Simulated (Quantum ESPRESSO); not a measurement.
# PtSe2 (Sudovikovite) (P-3m1) in Quantum ESPRESSO: a series of runs

Runs on PtSe2 (Sudovikovite). Level: r2SCAN. Tasks: single point, equation of state.

All numbers are computed with Quantum ESPRESSO 7.5; they aren't measurements. Logs are shortened: lines on timing, memory, paths and dates and some standing lists are left out, and cuts for length are marked.

## Step 1: The crystal as given

The structure is trigonal, space group P-3m1 (No. 164). The conventional cell has a = 3.724 Å, b = 3.724 Å, c = 5.062 Å, α = 90.00°, β = 90.00°, γ = 120.00°. Pt (site symmetry -3m) has 6 Se at 2.49 Å as nearest neighbours. Se (site symmetry 3m) has 3 Pt at 2.49 Å as nearest neighbours.

## Step 2: Single point, r2SCAN, 19.05 Å³/atom

Input file pw.in:

```
&CONTROL
  calculation = 'scf'
  prefix = 'pwscf'
  outdir = './tmp'
  pseudo_dir = './pseudo'
  tprnfor = .true.
  tstress = .true.
  disk_io = 'nowf'
/
&SYSTEM
  ibrav = 0
  nat = 3
  ntyp = 2
  ecutwfc = 70
  nbnd = 22
  input_dft = 'r2scan'
  occupations = 'smearing'
  smearing = 'fd'
  degauss = 0.00367493
  nosym = .true.
  nr1 = 48
  nr2 = 48
  nr3 = 60
/
&ELECTRONS
  conv_thr = 1d-08
  electron_maxstep = 120
  mixing_beta = 0.5
/
ATOMIC_SPECIES
Pt   195.0840 Pt_ONCV_PBE-1.2.upf
Se    78.9710 Se_ONCV_PBE-1.2.upf
CELL_PARAMETERS angstrom
   3.6479786689    0.0000000000    0.0000000000
  -1.8239893344    3.1592421997    0.0000000000
   0.0000000000    0.0000000000    4.9586648823
ATOMIC_POSITIONS crystal
Pt     0.0000000000    0.0000000000    0.0000000000
Se     0.6666666667    0.3333333333    0.7500000000
Se     0.3333333333    0.6666666667    0.2500000000
K_POINTS automatic
7 7 4 0 0 0
```

Potentials or basis: SG15 PBE 1.2.

Run with:

```bash
> OMP_NUM_THREADS=1 mpirun -n 2 pw.x -nk 2 -in pw.in > pw.out
```

pw.out:

```text
This program is part of the open-source Quantum ESPRESSO suite
     for quantum simulation of materials; please cite
         "P. Giannozzi et al., J. Phys.:Condens. Matter 21 395502 (2009);
         "P. Giannozzi et al., J. Phys.:Condens. Matter 29 465901 (2017);
         "P. Giannozzi et al., J. Chem. Phys. 152 154105 (2020);
     in publications or presentations arising from this work. More details at

     IMPORTANT: XC functional enforced from input :
     Exchange-correlation= R2SCAN
                           (   0   0   0   0   0 497 498)
     Any further DFT definition will be discarded
     Please, verify this is what you really want

     K-points division:     npool     =       2
     Subspace diagonalization in iterative solution of the eigenvalue problem:
     a serial algorithm will be used

     G-vector sticks info
     --------------------
     sticks:   dense  smooth     PW     G-vecs:    dense   smooth      PW
     Sum         925     925    283                30517    30517    5085

     Using Slab Decomposition

     bravais-lattice index     =            0
     lattice parameter (alat)  =       6.8937  a.u.
     unit-cell volume          =     385.6529 (a.u.)^3
     number of atoms/cell      =            3
     number of atomic types    =            2
     number of electrons       =        30.00
     number of Kohn-Sham states=           22
     kinetic-energy cutoff     =      70.0000  Ry
     charge density cutoff     =     280.0000  Ry
     scf convergence threshold =      1.0E-08
     mixing beta               =       0.5000
     number of iterations used =            8  plain     mixing
     Exchange-correlation= R2SCAN
                           (   0   0   0   0   0 497 498)

     celldm(1)=   6.893681  celldm(2)=   0.000000  celldm(3)=   0.000000
     celldm(4)=   0.000000  celldm(5)=   0.000000  celldm(6)=   0.000000

     crystal axes: (cart. coord. in units of alat)
               a(1) = (   1.000000   0.000000   0.000000 )
               a(2) = (  -0.500000   0.866025   0.000000 )
               a(3) = (   0.000000   0.000000   1.359291 )

     reciprocal axes: (cart. coord. in units 2 pi/alat)
               b(1) = (  1.000000  0.577350 -0.000000 )
               b(2) = (  0.000000  1.154701  0.000000 )
               b(3) = (  0.000000 -0.000000  0.735678 )

     PseudoPot. # 1 for Pt read from file:
     Pt_ONCV_PBE-1.2.upf
     Pseudo is Norm-conserving, Zval = 18.0
     Generated using ONCVPSP code by D. R. Hamann
     Using radial grid of  602 points,  8 beta functions with:
                l(1) =   0
                l(2) =   0
                l(3) =   1
                l(4) =   1
                l(5) =   2
                l(6) =   2
                l(7) =   3
                l(8) =   3

     PseudoPot. # 2 for Se read from file:
     Se_ONCV_PBE-1.2.upf
     Pseudo is Norm-conserving, Zval =  6.0
     Generated using ONCVPSP code by D. R. Hamann
     Using radial grid of  602 points,  6 beta functions with:
                l(1) =   0
                l(2) =   0
                l(3) =   1
                l(4) =   1
                l(5) =   2
                l(6) =   2

     atomic species   valence    mass     pseudopotential
     Pt               18.00   195.08400     Pt( 1.00)
     Se                6.00    78.97100     Se( 1.00)

     No symmetry found

   Cartesian axes

     site n.     atom                  positions (alat units)
         1        Pt     tau(   1) = (   0.0000000   0.0000000   0.0000000  )
         2        Se     tau(   2) = (   0.5000000   0.2886751   1.0194683  )
         3        Se     tau(   3) = (  -0.0000000   0.5773503   0.3398228  )

     number of k points=    99  Fermi-Dirac smearing, width (Ry)=  0.0037
                       cart. coord. in units 2pi/alat
        k(    1) = (   0.0000000   0.0000000   0.0000000), wk =   0.0102041
        k(    2) = (   0.0000000   0.0000000   0.1839194), wk =   0.0204082
        k(    3) = (   0.0000000   0.0000000  -0.3678388), wk =   0.0102041
        k(    4) = (   0.0000000   0.1649572   0.0000000), wk =   0.0204082
        k(    5) = (   0.0000000   0.1649572   0.1839194), wk =   0.0204082
        k(    6) = (   0.0000000   0.1649572  -0.3678388), wk =   0.0204082
[... 91 lines left out ...]
        k(   98) = (   0.4285714   0.0824786  -0.3678388), wk =   0.0204082
        k(   99) = (   0.4285714   0.0824786  -0.1839194), wk =   0.0204082

     Dense  grid:    30517 G-vectors     FFT dimensions: (  48,  48,  60)

     WARNING: libxc functional with ID  497 depends
      on external parameters: check the user_guide of
      QE if you need to modify them or to check their
      default values.

     WARNING: libxc functional with ID  498 depends
      on external parameters: check the user_guide of
      QE if you need to modify them or to check their
      default values.

     Initial potential from superposition of free atoms

     starting charge      29.9372, renormalised to      30.0000
     Starting wfcs are random

     Self-consistent Calculation

     iteration #  1     ecut=    70.00 Ry     beta= 0.50
     Davidson diagonalization with overlap
     ethr =  1.00E-02,  avg # of iterations =  9.5

     total energy              =    -280.43961118 Ry
     estimated scf accuracy    <      11.82652803 Ry

     iteration #  2     ecut=    70.00 Ry     beta= 0.50
     Davidson diagonalization with overlap
     ethr =  1.00E-02,  avg # of iterations =  1.0

     total energy              =    -280.51102476 Ry
     estimated scf accuracy    <       2.90595208 Ry

     iteration #  3     ecut=    70.00 Ry     beta= 0.50
     Davidson diagonalization with overlap
     ethr =  9.69E-03,  avg # of iterations =  1.0

     total energy              =    -280.51409663 Ry
     estimated scf accuracy    <       0.00542532 Ry

     iteration #  4     ecut=    70.00 Ry     beta= 0.50
     Davidson diagonalization with overlap
     ethr =  1.81E-05,  avg # of iterations =  5.5

     total energy              =    -280.51493642 Ry
     estimated scf accuracy    <       0.01045424 Ry

     iteration #  5     ecut=    70.00 Ry     beta= 0.50
     Davidson diagonalization with overlap
     ethr =  1.81E-05,  avg # of iterations =  1.0

     total energy              =    -280.51518996 Ry
     estimated scf accuracy    <       0.00086652 Ry

     iteration #  6     ecut=    70.00 Ry     beta= 0.50
     Davidson diagonalization with overlap
     ethr =  2.89E-06,  avg # of iterations =  1.5

     total energy              =    -280.51521332 Ry
     estimated scf accuracy    <       0.00008868 Ry

     iteration #  7     ecut=    70.00 Ry     beta= 0.50
     Davidson diagonalization with overlap
     ethr =  2.96E-07,  avg # of iterations =  1.3

     total energy              =    -280.51521545 Ry
     estimated scf accuracy    <       0.00000537 Ry

     iteration #  8     ecut=    70.00 Ry     beta= 0.50
     Davidson diagonalization with overlap
     ethr =  1.79E-08,  avg # of iterations =  1.9

     total energy              =    -280.51521593 Ry
     estimated scf accuracy    <       0.00000098 Ry

     iteration #  9     ecut=    70.00 Ry     beta= 0.50
     Davidson diagonalization with overlap
     ethr =  3.27E-09,  avg # of iterations =  1.0

     total energy              =    -280.51521597 Ry
     estimated scf accuracy    <       0.00000006 Ry

     iteration # 10     ecut=    70.00 Ry     beta= 0.50
     Davidson diagonalization with overlap
     ethr =  1.92E-10,  avg # of iterations =  2.0

     total energy              =    -280.51521597 Ry
     estimated scf accuracy    <       0.00000008 Ry

     iteration # 11     ecut=    70.00 Ry     beta= 0.50
     Davidson diagonalization with overlap
     ethr =  1.92E-10,  avg # of iterations =  1.0

     End of self-consistent calculation

          k = 0.0000 0.0000 0.0000 (  3823 PWs)   bands (ev):

   -90.4140 -43.4775 -43.4775 -43.3849  -4.5753  -1.2260   4.3902   5.1534
     5.1534   7.8494   7.8494   9.5305  11.2359  11.2359  12.9084  14.1679
    14.1679  16.3211  17.5961  20.1510  20.1510  25.2812

          k = 0.0000 0.0000 0.1839 (  3805 PWs)   bands (ev):

   -90.4140 -43.4775 -43.4775 -43.3849  -4.3271  -1.8418   5.1828   5.1828
     5.2780   7.8293   7.8293   9.4647  10.9766  10.9766  11.7403  14.6537
    14.6537  16.8187  18.7425  19.9402  19.9402  23.5129

          k = 0.0000 0.0000-0.3678 (  3780 PWs)   bands (ev):

   -90.4140 -43.4775 -43.4775 -43.3849  -3.9417  -2.5293   5.2127   5.2127
     6.3531   7.8109   7.8109   9.1909  10.7386  10.7534  10.7534  15.1685
    15.1685  17.6314  19.5940  19.5940  19.6389  22.0733

          k = 0.0000 0.1650 0.0000 (  3834 PWs)   bands (ev):

   -90.4140 -43.4811 -43.4784 -43.3843  -4.3108  -1.3629   4.6847   5.3226
     5.3512   7.4979   7.6856   9.0556  10.5696  10.9834  12.2120  13.9440
    14.2509  17.6144  18.6482  19.9045  20.9458  22.5789

          k = 0.0000 0.1650 0.1839 (  3804 PWs)   bands (ev):

   -90.4140 -43.4811 -43.4784 -43.3843  -4.0744  -1.8623   4.8416   5.3062
     5.8835   7.3570   7.6861   9.0206  10.3017  11.2430  12.4455  13.7519
    13.8285  17.4906  18.4030  20.8409  21.2612  21.5378

          k = 0.0000 0.1650-0.3678 (  3792 PWs)   bands (ev):

   -90.4140 -43.4811 -43.4784 -43.3844  -3.6855  -2.4966   4.9860   5.3636
     6.4456   7.4059   7.6162   9.1695   9.8939  10.8923  11.9721  13.6220
    14.4560  17.9076  19.1921  20.3802  20.7596  21.0777

          k = 0.0000 0.1650-0.1839 (  3804 PWs)   bands (ev):

   -90.4140 -43.4811 -43.4784 -43.3843  -4.0647  -1.8896   4.9069   5.3816
     5.8087   7.5095   7.6111   9.2062  10.2632  10.7111  11.8238  13.6343
    14.9281  18.0808  19.2477  20.0546  20.1974  21.5889

          k = 0.0000 0.3299 0.0000 (  3828 PWs)   bands (ev):

   -90.4138 -43.4891 -43.4803 -43.3830  -3.5995  -1.6842   5.2653   5.6967
     5.8494   6.4088   7.5354   8.4244   9.8661  10.1273  10.7298  13.9166
    14.7041  17.4940  19.7647  20.8011  21.1604  21.3882
[... 517 lines left out ...]
          k = 0.4286-0.0825-0.1839 (  3824 PWs)   bands (ev):

   -90.4137 -43.4925 -43.4830 -43.3823  -2.8072  -2.1429   4.9704   5.5179
     6.1297   6.8545   7.2295   8.5509   8.8740   9.8112  10.4207  13.5368
    14.7386  18.0930  19.3508  20.5638  21.5579  22.1505

          k = 0.4286 0.0825 0.0000 (  3814 PWs)   bands (ev):

   -90.4137 -43.4925 -43.4830 -43.3822  -3.0253  -1.8997   5.0868   5.6620
     6.3107   6.3717   7.3029   8.4501   8.9879   9.4140  11.1641  13.2675
    14.2062  17.4892  19.6295  20.6565  21.4407  22.2939

          k = 0.4286 0.0825 0.1839 (  3824 PWs)   bands (ev):

   -90.4137 -43.4925 -43.4830 -43.3823  -2.8072  -2.1429   4.9704   5.5179
     6.1297   6.8545   7.2295   8.5509   8.8740   9.8112  10.4207  13.5368
    14.7386  18.0930  19.3508  20.5638  21.5579  22.1505

          k = 0.4286 0.0825-0.3678 (  3808 PWs)   bands (ev):

   -90.4137 -43.4925 -43.4830 -43.3823  -2.6076  -2.3083   4.6213   5.1660
     6.0986   7.1903   7.3524   8.5926   9.2690   9.9678  10.5083  13.6657
    14.2485  18.0784  18.8163  21.3352  21.7665  22.5567

          k = 0.4286 0.0825-0.1839 (  3824 PWs)   bands (ev):

   -90.4137 -43.4925 -43.4830 -43.3823  -2.9284  -1.9600   4.6751   5.3090
     6.0170   7.0025   7.4793   8.5025   9.2853   9.7255  11.2987  12.8314
    14.1582  17.6251  19.1159  20.6111  21.7481  22.9401

     the Fermi energy is    12.5017 ev

!    total energy              =    -280.51521597 Ry
     estimated scf accuracy    <          2.4E-10 Ry
     smearing contrib. (-TS)   =      -0.00033992 Ry
     internal energy E=F+TS    =    -280.51487605 Ry

     The total energy is F=E-TS. E is the sum of the following terms:
     one-electron contribution =    -151.30338867 Ry
     hartree contribution      =      85.87297013 Ry
     xc contribution           =     -31.74277466 Ry
     ewald contribution        =    -183.34168286 Ry

     convergence has been achieved in  11 iterations

     Forces acting on atoms (cartesian axes, Ry/au):

     atom    1 type  1   force =     0.00000023    0.00000036   -0.00000202
     atom    2 type  2   force =    -0.00000013   -0.00000017   -0.04989463
     atom    3 type  2   force =    -0.00000010   -0.00000018    0.04989665

     Total force =     0.070563     Total SCF correction =     0.000014

     Computing stress (Cartesian axis) and pressure

          total   stress  (Ry/bohr**3)                   (kbar)     P=      157.65
   0.00115847  -0.00000000  -0.00000000          170.42       -0.00       -0.00
  -0.00000000   0.00115847   0.00000000           -0.00      170.42        0.00
  -0.00000000   0.00000000   0.00089813           -0.00        0.00      132.12

=------------------------------------------------------------------------------=
   JOB DONE.
=------------------------------------------------------------------------------=
```

It took 4.8 min on 2 MPI ranks of Arm Neoverse V2, shared host; peak memory 0.34 GiB.

What came out:

```
Free energy            : -3816.6039 eV
Pressure               : 15.8 GPa
Largest force          : 1.283 eV/Å
Band gap on the k mesh : none (metal or under the smearing width)
```

Caveat: the potentials were made for another functional, which shifts forces and pressure.

## Step 3: Single point, r2SCAN, 19.45 Å³/atom

pw.in, as its differences from that of step 2:

```diff
@@ -33,5 +33,5 @@
 CELL_PARAMETERS angstrom
-   3.6479786689    0.0000000000    0.0000000000
-  -1.8239893344    3.1592421997    0.0000000000
-   0.0000000000    0.0000000000    4.9586648823
+   3.6736695059    0.0000000000    0.0000000000
+  -1.8368347530    3.1814911172    0.0000000000
+   0.0000000000    0.0000000000    4.9935862081
 ATOMIC_POSITIONS crystal
```

Potentials or basis: SG15 PBE 1.2.

Run with:

```bash
> OMP_NUM_THREADS=1 mpirun -n 2 pw.x -nk 2 -in pw.in > pw.out
```

Wall time 4.9 min (2 MPI ranks of Arm Neoverse V2, shared host); peak memory 0.34 GiB.

It converged, with:

```yaml
Free_energy: -3816.7089 eV
Pressure: 11.9 GPa
Largest_force: 0.965 eV/Å
Band_gap_on_the_k_mesh: none (metal or under the smearing width)
```

Caveat: the potentials were made for another functional, which shifts forces and pressure.

## Step 4: Single point, r2SCAN, 19.86 Å³/atom

pw.in, as its differences from that of step 3:

```diff
@@ -33,5 +33,5 @@
 CELL_PARAMETERS angstrom
-   3.6736695059    0.0000000000    0.0000000000
-  -1.8368347530    3.1814911172    0.0000000000
-   0.0000000000    0.0000000000    4.9935862081
+   3.6990059583    0.0000000000    0.0000000000
+  -1.8495029792    3.2034331287    0.0000000000
+   0.0000000000    0.0000000000    5.0280258220
 ATOMIC_POSITIONS crystal
```

Run with:

```bash
> OMP_NUM_THREADS=1 mpirun -n 2 pw.x -nk 2 -in pw.in > pw.out
```

Wall time 4.8 min (2 MPI ranks of Arm Neoverse V2, shared host); peak memory 0.34 GiB.

It converged, with:

* Free energy: -3816.7858 eV
* Pressure: 8.4 GPa
* Largest force: 0.675 eV/Å
* Band gap on the k mesh: none (metal or under the smearing width)

Caveat: the potentials were made for another functional, which shifts forces and pressure.

## Step 5: Single point, r2SCAN, 20.27 Å³/atom

pw.in, as its differences from that of step 4:

```diff
@@ -33,5 +33,5 @@
 CELL_PARAMETERS angstrom
-   3.6990059583    0.0000000000    0.0000000000
-  -1.8495029792    3.2034331287    0.0000000000
-   0.0000000000    0.0000000000    5.0280258220
+   3.7240000000    0.0000000000    0.0000000000
+  -1.8620000000    3.2250786037    0.0000000000
+   0.0000000000    0.0000000000    5.0620000000
 ATOMIC_POSITIONS crystal
```

Run with:

```bash
> OMP_NUM_THREADS=1 mpirun -n 2 pw.x -nk 2 -in pw.in > pw.out
```

Run time: 5.6 min. Hardware: 2 MPI ranks of Arm Neoverse V2, shared host; peak memory 0.34 GiB.

It converged, with:

| Quantity | Value |
| --- | --- |
| Free energy | -3816.8377 eV |
| Pressure | 5.3 GPa |
| Largest force | 0.408 eV/Å |
| Band gap on the k mesh | none (metal or under the smearing width) |

Caveat: the potentials were made for another functional, which shifts forces and pressure.

## Step 6: Single point, r2SCAN, 20.67 Å³/atom

pw.in, as its differences from that of step 5:

```diff
@@ -33,5 +33,5 @@
 CELL_PARAMETERS angstrom
-   3.7240000000    0.0000000000    0.0000000000
-  -1.8620000000    3.2250786037    0.0000000000
-   0.0000000000    0.0000000000    5.0620000000
+   3.7486629704    0.0000000000    0.0000000000
+  -1.8743314852    3.2464373626    0.0000000000
+   0.0000000000    0.0000000000    5.0955241558
 ATOMIC_POSITIONS crystal
```

Potentials or basis: SG15 PBE 1.2.

Run with:

```bash
> OMP_NUM_THREADS=1 mpirun -n 2 pw.x -nk 2 -in pw.in > pw.out
```

Run time: 4.9 min. Hardware: 2 MPI ranks of Arm Neoverse V2, shared host; peak memory 0.36 GiB.

It converged, with:

```
Free energy            : -3816.8673 eV
Pressure               : 2.5 GPa
Largest force          : 0.164 eV/Å
Band gap on the k mesh : none (metal or under the smearing width)
```

Caveat: the potentials were made for another functional, which shifts forces and pressure.

## Step 7: Single point, r2SCAN, 21.08 Å³/atom

pw.in, as its differences from that of step 6:

```diff
@@ -33,5 +33,5 @@
 CELL_PARAMETERS angstrom
-   3.7486629704    0.0000000000    0.0000000000
-  -1.8743314852    3.2464373626    0.0000000000
-   0.0000000000    0.0000000000    5.0955241558
+   3.7730056198    0.0000000000    0.0000000000
+  -1.8865028099    3.2675187154    0.0000000000
+   0.0000000000    0.0000000000    5.1286129021
 ATOMIC_POSITIONS crystal
```

Run with:

```bash
> OMP_NUM_THREADS=1 mpirun -n 2 pw.x -nk 2 -in pw.in > pw.out
```

Wall time 4.9 min (2 MPI ranks of Arm Neoverse V2, shared host); peak memory 0.36 GiB.

The run converged. Its results:

| Property | Result |
| --- | --- |
| Free energy | -3816.8768 eV |
| Pressure | 0.0 GPa |
| Largest force | 0.059 eV/Å |
| Band gap on the k mesh | none (metal or under the smearing width) |

Caveat: the potentials were made for another functional, which shifts forces and pressure.

## Step 8: Single point, r2SCAN, 21.48 Å³/atom

pw.in, as its differences from that of step 7:

```diff
@@ -33,5 +33,5 @@
 CELL_PARAMETERS angstrom
-   3.7730056198    0.0000000000    0.0000000000
-  -1.8865028099    3.2675187154    0.0000000000
-   0.0000000000    0.0000000000    5.1286129021
+   3.7970381507    0.0000000000    0.0000000000
+  -1.8985190754    3.2883314977    0.0000000000
+   0.0000000000    0.0000000000    5.1612801071
 ATOMIC_POSITIONS crystal
```

Run with:

```bash
> OMP_NUM_THREADS=1 mpirun -n 2 pw.x -nk 2 -in pw.in > pw.out
```

It took 5.2 min on 2 MPI ranks of Arm Neoverse V2, shared host; peak memory 0.36 GiB.

It converged, with:

```yaml
Free_energy: -3816.8685 eV
Pressure: -2.2 GPa
Largest_force: 0.264 eV/Å
Band_gap_on_the_k_mesh: none (metal or under the smearing width)
```

Caveat: the potentials were made for another functional, which shifts forces and pressure.

## Step 9: Equation of state, r2SCAN

Potentials or basis: SG15 PBE 1.2.

This step only gathers the single runs of the series.

Results:

```yaml
Equilibrium_volume: 21.08 Å³/atom
Bulk_modulus_at_fixed_shape_and_positions: 122 GPa
Pressure_derivative_of_the_bulk_modulus: 4.8
```

Energy against volume, from the lowest point:
```csv
volume (Å³/atom),energy (meV/atom)
19.049,90.96
19.455,55.97
19.860,30.32
20.265,13.02
20.671,3.18
21.076,0.00
21.481,2.78
```

Caveat: the potentials were made for another functional, which shifts forces and pressure; the cell was scaled at fixed shape and fractional positions, which overstates the stiffness of a crystal with free parameters, most of all of layers and chains. The run has no spin-orbit coupling, so splittings on Pt are missing.

## Step 10: For comparison

An earlier run on the cell as given: functional PBEsol; potentials or basis GBRV 1.5 PBEsol; cutoff 612 eV; density cutoff 4898 eV; k mesh 8 × 8 × 5; occupations fermi-dirac, width 0.05 eV; no spin polarisation.

* Pressure: 1.8 GPa
* Largest force: 0.332 eV/Å
* Band gap on the k mesh: none (metal or under the smearing width)
